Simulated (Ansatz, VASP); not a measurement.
# Cross-check of CuI (Marshite) between VASP and Ansatz, part 2 of 2

Aim: how closely do two programs agree when they are given the same cell, functional and k mesh? The cell is taken from a series of VASP runs on this material, whose earlier steps may have relaxed, scaled or displaced it; both programs get it as it stands.

VASP 6.6.1 and Ansatz 0.2.0.

So far. Step 3 (Ansatz: single point, r2SCAN): The run ends at a pressure of 0.28 GPa. Step 5 (VASP: band structure, r2SCAN): The run ends at a pressure of 0.00 GPa.

**6. Ansatz: band structure, r2SCAN**

Level of this step: Ansatz beside VASP: Kohn-Sham DFT, plane waves, r2SCAN (Ansatz).

The same cell, functional, mesh and smearing now go to Ansatz, which takes its cutoff from its data sets.

The cell is taken from a series of VASP runs on this material, whose earlier steps may have relaxed, scaled or displaced it; both programs get it as it stands.

Contents of input.yaml:

```yaml
crystal:
  lattice:
    - [0.0, 3.0055023643, 3.0055023643]
    - [3.0055023643, 0.0, 3.0055023643]
    - [3.0055023643, 3.0055023643, 0.0]
  atoms:
    - { symbol: Cu, position: [0.25, 0.25, 0.25] }
    - { symbol: I, position: [0.0, 0.0, 0.0] }
hamiltonian:
  xc: r2scan
  pseudopotentials: { kind: paw }
kpoints:
  mp_grid: { grid: [6, 6, 6] }
  band_path:
    path:
      - [0.0, 0.0, 0.0]
      - [0.16667, 0.0, 0.16667]
      - [0.33333, 0.0, 0.33333]
      - [0.5, 0.0, 0.5]
      - [0.5, 0.08333, 0.58333]
      - [0.5, 0.18333, 0.68333]
      - [0.5, 0.25, 0.75]
      - [0.45, 0.3, 0.75]
      - [0.40833, 0.34167, 0.75]
      - [0.35, 0.35, 0.7]
      - [0.225, 0.225, 0.45]
      - [0.075, 0.075, 0.15]
      - [0.03333, 0.03333, 0.03333]
      - [0.23333, 0.23333, 0.23333]
      - [0.4, 0.4, 0.4]
      - [0.51667, 0.46667, 0.51667]
      - [0.55833, 0.38333, 0.55833]
      - [0.60833, 0.28333, 0.60833]
      - [0.60833, 0.25, 0.64167]
      - [0.55833, 0.25, 0.69167]
      - [0.51667, 0.25, 0.73333]
      - [0.5, 0.3, 0.7]
      - [0.5, 0.38333, 0.61667]
      - [0.5, 0.48333, 0.51667]
      - [0.475, 0.475, 0.55]
      - [0.425, 0.425, 0.65]
      - [0.38333, 0.38333, 0.73333]
      - [0.59167, 0.18333, 0.59167]
      - [0.55, 0.1, 0.55]
      - [0.5, 0.0, 0.5]
    npoints: 1
scf:
  occupations: { method: gaussian, width: 0.05 }
  n_extra_bands: 7
output:
  forces: true
  stress: true
  eigenvalues: true
```

Run with:

```console
$ ansatz run input.yaml --threads 2 --pin off --max-ram 4608MiB --backend cpu --events-out ev --progress --plain --runs-dir out
```

Numbers of over 12 decimals in the logs are rounded to 6 here.

The program printed:

```text
[...]
Crystal: 2 atoms, lattice volume = 54.298 Å³
Basis set: ecut = 500 eV, 1411 PW (Γ), exchange–correlation on 128×128×128 points (64 copies of the dense FFT grid, shifted against one another)
Bands: 25, of which v1, the nominal top of the filled ones, is band 18 counted from 1 (17 counted from 0)
Symmetry: 24 space group operations
[...]
k-point 0: bands = [... 14 lower, 6.4069, 8.3497, 8.3497, 8.3497, 10.0355, 13.5815, 13.5815, 13.5815, ... 3 higher]
  k-point 1: bands = [... 14 lower, 6.3975, 7.4776, 8.1442, 8.1442, 10.9233, 13.6012, 13.9500, 13.9500, ... 3 higher]
  k-point 2: bands = [... 14 lower, 6.4091, 6.7218, 7.7755, 7.7755, 11.0332, 14.1896, 14.1896, 15.2571, ... 3 higher]
  k-point 15: bands = [... 14 lower, 6.3563, 6.5007, 6.6906, 6.9820, 12.4337, 12.6403, 15.9790, 15.9862, ... 3 higher]
[key lines of the parts left out:]
SCF converged after 8 iterations
Free energy (F): -14159.643740 eV
Fermi energy:    9.193391 eV
P = ⅓ Tr σ = 0.2807 GPa (2.807 kbar)
```

Run time: 5.8 s. Hardware: 2 threads of Arm Neoverse V1, shared host; peak memory 0.46 GiB.

**7. Side by side**

Compared:

```
                     quantity  Ansatz   VASP  difference
               pressure (GPa)    0.28   0.00       +0.28
gap over the path points (eV)   1.686  1.688      -0.002
```

Levels at points of the path, from each program's valence-band top (eV; 4 filled, then empty):

```
k (reciprocal lattice)                                  Ansatz                                    VASP
     0.000 0.000 0.000     -1.94 0.00 0.00 0.00 1.69 5.23 5.23     -1.94 0.00 0.00 0.00 1.69 5.21 5.21
     0.167 0.000 0.167  -1.92 -0.73 -0.52 -0.52 3.14 4.19 6.25  -1.92 -0.73 -0.52 -0.52 3.14 4.18 6.22
     0.333 0.000 0.333  -1.87 -1.43 -1.28 -1.28 3.15 3.63 8.18  -1.87 -1.43 -1.28 -1.28 3.14 3.63 8.18
     0.500 0.000 0.500  -1.86 -1.85 -1.59 -1.59 2.89 3.17 9.97  -1.86 -1.85 -1.59 -1.59 2.89 3.17 9.99
     0.500 0.083 0.583  -1.93 -1.85 -1.61 -1.49 3.22 3.48 9.07  -1.93 -1.85 -1.62 -1.49 3.22 3.47 9.04
     0.500 0.183 0.683  -2.00 -1.85 -1.67 -1.35 4.29 4.48 7.31  -2.00 -1.85 -1.67 -1.35 4.29 4.47 7.30
     0.500 0.250 0.750  -2.01 -1.85 -1.68 -1.33 4.87 4.99 6.53  -2.02 -1.85 -1.69 -1.33 4.87 4.99 6.52
     0.450 0.300 0.750  -1.96 -1.83 -1.66 -1.32 4.18 5.01 6.95  -1.96 -1.83 -1.67 -1.32 4.17 5.01 6.93
     0.408 0.342 0.750  -1.92 -1.80 -1.61 -1.32 3.54 4.99 7.71  -1.93 -1.81 -1.61 -1.32 3.53 4.99 7.68
     0.350 0.350 0.700  -1.93 -1.74 -1.60 -1.22 3.49 5.44 7.77  -1.94 -1.75 -1.60 -1.22 3.48 5.43 7.74
```

Among the levels compared at these points, filled levels agree within 7 meV and empty ones within 31 meV.

**8. Ansatz: band structure, r2SCAN, spin-orbit coupling**

Levels along a path test the potential and the projectors away from the mesh points.

The cell is taken from a series of VASP runs on this material, whose earlier steps may have relaxed, scaled or displaced it; both programs get it as it stands.

input.yaml, as its differences from that of step 6:

```diff
@@ -10,5 +10,8 @@
   xc: r2scan
-  pseudopotentials: { kind: paw }
+  pseudopotentials: { kind: paw_fr }
+magnetization:
+  noncollinear: true
+  spin_orbit: true
 kpoints:
-  mp_grid: { grid: [6, 6, 6] }
+  mp_grid: { grid: [5, 5, 5] }
   band_path:
@@ -48,3 +51,3 @@
   occupations: { method: gaussian, width: 0.05 }
-  n_extra_bands: 7
+  n_extra_bands: 14
 output:
@@ -53 +56,5 @@
   eigenvalues: true
+  write_density: true
+  write_potential: true
+  elf: true
+  volumetric_format: npy
```

The program printed:

```text
[...]
non-collinear run that drives no moment, with spin-orbit: no starting moment large enough to seed its density (crystal.atoms[].spin), no starting occupations that ask for one, no magnetisation constraint and no magnetic field, so the semilocal B_xc is pinned to zero
Crystal: 2 atoms, lattice volume = 54.298 Å³
[...]
k-point 1: bands = [... 32 lower, 7.9763, 7.9763, 8.1604, 8.2215, 11.0430, 11.0430, 13.7992, 13.7992, ... 10 higher]
  k-point 2: bands = [... 32 lower, 7.6110, 7.6110, 7.7138, 7.7636, 10.9696, 10.9696, 14.1320, 14.1320, ... 10 higher]
  k-point 9: bands = [... 32 lower, 6.7093, 6.7770, 7.1006, 7.1801, 12.7360, 12.9873, 13.0651, 13.1735, ... 10 higher]
[key lines of the parts left out:]
SCF converged after 8 iterations
Magnetization: |M| = 0.0000 μB,  M = (+0.0000, +0.0000, +0.0000) μB
Free energy (F): -14145.925980 eV
Fermi energy:    9.272749 eV
P = ⅓ Tr σ = 0.3777 GPa (3.777 kbar)
```

Run time: 22 s. Hardware: 2 threads; peak memory 0.64 GiB.

**9. VASP: band structure, r2SCAN, spin-orbit coupling**

The same cell, functional, mesh and smearing now go to VASP, with its own data sets and cutoff.

Contents of INCAR:

```
SYSTEM = CuI
PREC = Accurate
ENCUT = 400
EDIFF = 1E-06
NELM = 100
ISMEAR = 0
SIGMA = 0.05
LREAL = .FALSE.
ALGO = Normal
METAGGA = R2SCAN
LASPH = .TRUE.
LNONCOLLINEAR = .TRUE.
MAGMOM = 0 0 0 0 0 0
NBANDS = 30
GGA_COMPAT = .FALSE.
LSORBIT = .TRUE.
LMAXMIX = 4
LORBIT = 11
LWAVE = .FALSE.
LCHARG = .FALSE.
KPAR = 2
```

Contents of POSCAR:

```
CuI
1.0
    0.0000000000      3.0055023643      3.0055023643
    3.0055023643      0.0000000000      3.0055023643
    3.0055023643      3.0055023643      0.0000000000
Cu I
1 1
Direct
    0.2500000000      0.2500000000      0.2500000000
    0.0000000000      0.0000000000      0.0000000000
```

Contents of KPOINTS:

```
Automatic mesh
0
Gamma
5 5 5
0 0 0
```

Contents of KPOINTS_OPT:

```
Line mode
16
Line-mode
Reciprocal
  0.00000000   0.00000000   0.00000000 GAMMA
  0.50000000   0.00000000   0.50000000 X

  0.50000000   0.00000000   0.50000000 X
  0.50000000   0.25000000   0.75000000 W

  0.50000000   0.25000000   0.75000000 W
  0.37500000   0.37500000   0.75000000 K

  0.37500000   0.37500000   0.75000000 K
  0.00000000   0.00000000   0.00000000 GAMMA

  0.00000000   0.00000000   0.00000000 GAMMA
  0.50000000   0.50000000   0.50000000 L

  0.50000000   0.50000000   0.50000000 L
  0.62500000   0.25000000   0.62500000 U

  0.62500000   0.25000000   0.62500000 U
  0.50000000   0.25000000   0.75000000 W

  0.50000000   0.25000000   0.75000000 W
  0.50000000   0.50000000   0.50000000 L

  0.50000000   0.50000000   0.50000000 L
  0.37500000   0.37500000   0.75000000 K

  0.62500000   0.25000000   0.62500000 U
  0.50000000   0.00000000   0.50000000 X
```

The projector-augmented-wave data sets are Cu and I (PBE family, release 64).

Run with:

```console
$ mpirun -np 2 vasp_ncl
```

The program printed:

```text
[... set-up lines as in an earlier step ...]
 entering main loop
       N       E                     dE             d eps       ncg     rms          rms(c)
DAV:   1     0.952391956660E+02    0.95239E+02   -0.61854E+03   840   0.107E+03
DAV:   2    -0.273174333633E+02   -0.12256E+03   -0.11329E+03   864   0.263E+02
DAV:   3    -0.386867839346E+02   -0.11369E+02   -0.11088E+02  1088   0.100E+02
DAV:   4    -0.391816322688E+02   -0.49485E+00   -0.49373E+00  1052   0.193E+01
[...]
DAV:  15    -0.359036908778E+02    0.58425E-05   -0.47714E-05  1140   0.207E-01    0.341E-03
DAV:  16    -0.359036925353E+02   -0.16575E-05   -0.50012E-06   954   0.182E-02    0.183E-03
DAV:  17    -0.359036928955E+02   -0.36021E-06   -0.75855E-08   528   0.430E-03
   1 F= -.35903693E+02 E0= -.35903693E+02  d E =-.117391E-17  mag=    -0.0000    -0.0000    -0.0000
 Start KPOINTS_OPT (optional k-point list driver)
k-point batch [1-14\160]
       N       E                     dE             ncg
DAV:   1     0.216437045803E+04   -0.44772E+03      840
DAV:   2     0.414384408180E+03   -0.17500E+04      852
DAV:   3     0.217572426713E+03   -0.19681E+03     1080
DAV:   4     0.208249157583E+03   -0.93233E+01     1076
DAV:   5     0.207822935681E+03   -0.42622E+00     1200
DAV:   6     0.207813293671E+03   -0.96420E-02     1094
DAV:   7     0.207813174254E+03   -0.11942E-03     1186
DAV:   8     0.207813172611E+03   -0.16424E-05      942
DAV:   9     0.207813172551E+03   -0.60516E-07      636
[...]
k-point batch [155-160\160]
       N       E                     dE             ncg
DAV:   1     0.511706033946E+04   -0.23523E+04      360
DAV:   2     0.438879645654E+04   -0.72826E+03      372
DAV:   3     0.431870469631E+04   -0.70092E+02      458
DAV:   4     0.431582333682E+04   -0.28814E+01      560
DAV:   5     0.431572754598E+04   -0.95791E-01      522
DAV:   6     0.431572534788E+04   -0.21981E-02      536
DAV:   7     0.431572531438E+04   -0.33505E-04      554
DAV:   8     0.431572531378E+04   -0.59788E-06      448
```

Parts of OUTCAR (step 9):

```text
  Total        0.0256304      0.0256304      0.0256304      0.0000000     -0.0000000      0.0000000
  in kB        0.7562848      0.7562848      0.7562848      0.0000000     -0.0000000      0.0000000
  external PRESSURE =       0.7562848 kB  Pullay stress =       0.0000000 kB

 POSITION                                       TOTAL-FORCE (eV/Angst)
 -----------------------------------------------------------------------------------
      1.50275      1.50275      1.50275         0.000000      0.000000      0.000000
      0.00000      0.00000      0.00000        -0.000000     -0.000000     -0.000000
 -----------------------------------------------------------------------------------
    total drift:                                0.000001      0.000001      0.000001

  FREE ENERGIE OF THE ION-ELECTRON SYSTEM (eV)
  ---------------------------------------------------
  free  energy   TOTEN  =       -35.9036928955 eV

  energy  without entropy=      -35.9036928955  energy(sigma->0) =      -35.90369290

 magnetization (x)
# of ion       s       p       d       tot
------------------------------------------
    1        0.000  -0.000   0.000  -0.000
    2        0.000  -0.000   0.000  -0.000
--------------------------------------------------
tot          0.000  -0.000   0.000  -0.000

 magnetization (y)
# of ion       s       p       d       tot
------------------------------------------
    1        0.000   0.000   0.000   0.000
    2        0.000  -0.000  -0.000  -0.000
--------------------------------------------------
tot          0.000  -0.000  -0.000  -0.000

 magnetization (z)
# of ion       s       p       d       tot
------------------------------------------
    1        0.000   0.000   0.000   0.000
    2        0.000   0.000  -0.000   0.000
--------------------------------------------------
tot          0.000   0.000   0.000   0.000

[... 1 part as in an earlier step ...]

[... 2 further parts left out ...]
[key lines of the parts left out:]
E-fermi :   4.9873
```

The run ends at a pressure of 0.08 GPa.

**10. Differences**

What differs besides the data sets and the points named for the pairs above, as far as they apply: spin-orbit coupling enters by fully relativistic files in Ansatz and inside the spheres in VASP; the data sets hold 36 valence electrons in Ansatz (fully relativistic PAW (standard-fr) files) and 18 in VASP. Total energies have different zeros and are not compared.

Compared:

```
                     quantity  Ansatz   VASP  difference
               pressure (GPa)    0.38   0.08       +0.30
gap over the path points (eV)   1.540  1.536      +0.003
```

Levels at points of the path, from each program's valence-band top (eV; 8 filled, then empty):

```
k (reciprocal lattice)                                                                         Ansatz                                                                           VASP
     0.000 0.000 0.000      -2.10 -2.10 -0.41 -0.41 0.00 0.00 0.00 0.00 1.54 1.54 5.03 5.03 5.11 5.11      -2.10 -2.10 -0.40 -0.40 0.00 0.00 0.00 0.00 1.54 1.54 5.02 5.02 5.08 5.08
     0.167 0.000 0.167  -2.07 -2.07 -0.90 -0.90 -0.73 -0.73 -0.56 -0.56 3.00 3.00 4.04 4.04 6.08 6.08  -2.07 -2.07 -0.90 -0.90 -0.73 -0.73 -0.57 -0.57 3.00 3.00 4.03 4.03 6.04 6.04
     0.333 0.000 0.333  -2.03 -2.03 -1.58 -1.58 -1.47 -1.47 -1.36 -1.36 3.00 3.00 3.48 3.48 7.92 7.92  -2.03 -2.03 -1.58 -1.58 -1.47 -1.47 -1.36 -1.36 2.99 2.99 3.48 3.48 7.91 7.91
     0.500 0.000 0.500  -2.06 -2.06 -1.95 -1.95 -1.77 -1.77 -1.64 -1.64 2.74 2.74 3.02 3.02 9.65 9.65  -2.06 -2.06 -1.95 -1.95 -1.78 -1.78 -1.65 -1.65 2.74 2.74 3.01 3.01 9.68 9.68
     0.500 0.083 0.583  -2.13 -1.99 -1.98 -1.95 -1.82 -1.75 -1.61 -1.56 3.06 3.07 3.29 3.37 8.74 8.94  -2.13 -1.99 -1.98 -1.95 -1.82 -1.76 -1.62 -1.56 3.05 3.07 3.28 3.36 8.72 8.92
     0.500 0.183 0.683  -2.11 -2.06 -2.04 -1.95 -1.81 -1.79 -1.53 -1.43 4.06 4.14 4.29 4.43 7.09 7.13  -2.12 -2.06 -2.05 -1.95 -1.81 -1.80 -1.53 -1.43 4.06 4.14 4.28 4.42 7.07 7.12
     0.500 0.250 0.750  -2.09 -2.08 -2.07 -1.95 -1.81 -1.80 -1.50 -1.41 4.53 4.72 4.86 4.99 6.36 6.40  -2.09 -2.08 -2.07 -1.95 -1.82 -1.80 -1.50 -1.41 4.53 4.71 4.85 4.98 6.34 6.39
     0.450 0.300 0.750  -2.11 -2.06 -2.02 -1.93 -1.84 -1.75 -1.50 -1.41 3.96 4.07 4.76 4.97 6.73 6.85  -2.12 -2.06 -2.02 -1.93 -1.85 -1.75 -1.50 -1.41 3.96 4.06 4.76 4.95 6.71 6.83
     0.408 0.342 0.750  -2.11 -2.01 -1.98 -1.89 -1.84 -1.67 -1.50 -1.41 3.36 3.40 4.74 4.93 7.46 7.64  -2.12 -2.01 -1.99 -1.90 -1.85 -1.67 -1.50 -1.41 3.35 3.40 4.74 4.92 7.43 7.61
     0.350 0.350 0.700  -2.12 -2.01 -1.92 -1.89 -1.81 -1.66 -1.39 -1.32 3.33 3.34 5.15 5.41 7.50 7.65  -2.12 -2.01 -1.92 -1.89 -1.81 -1.66 -1.40 -1.32 3.32 3.34 5.15 5.40 7.48 7.61
```

Among the levels compared at these points, filled levels agree within 12 meV and empty ones within 39 meV.

**11. Summary of results**

| Property | Result |
| --- | --- |
| difference in gap on the k mesh (single point, r2SCAN) | -0.0020 eV |
| difference in gap over the path points (band structure, r2SCAN) | -0.0022 eV |
| difference in gap over the path points (band structure, r2SCAN, spin-orbit coupling) | 0.0032 eV |

**Reading.** The difference in gap over the path points is 0.0032 eV (band structure, r2SCAN, spin-orbit coupling), within the 0.08 eV picked in this series as the mark of a large difference. How closely two codes agree says nothing of how well the functional describes the real material.

[Lines on the potential files, build, host, timing and source positions are cut from VASP's logs without a mark.]

[Logs are printed without paths, hosts, clocks, repeated set-up lines and the standing remarks that a program may print on its own settings, such as how far it seeks lower states.]

[Hosts, paths, dates, database ids (printed as entryN), source tags and the programs' standing remarks are cut or masked in the printed files.]
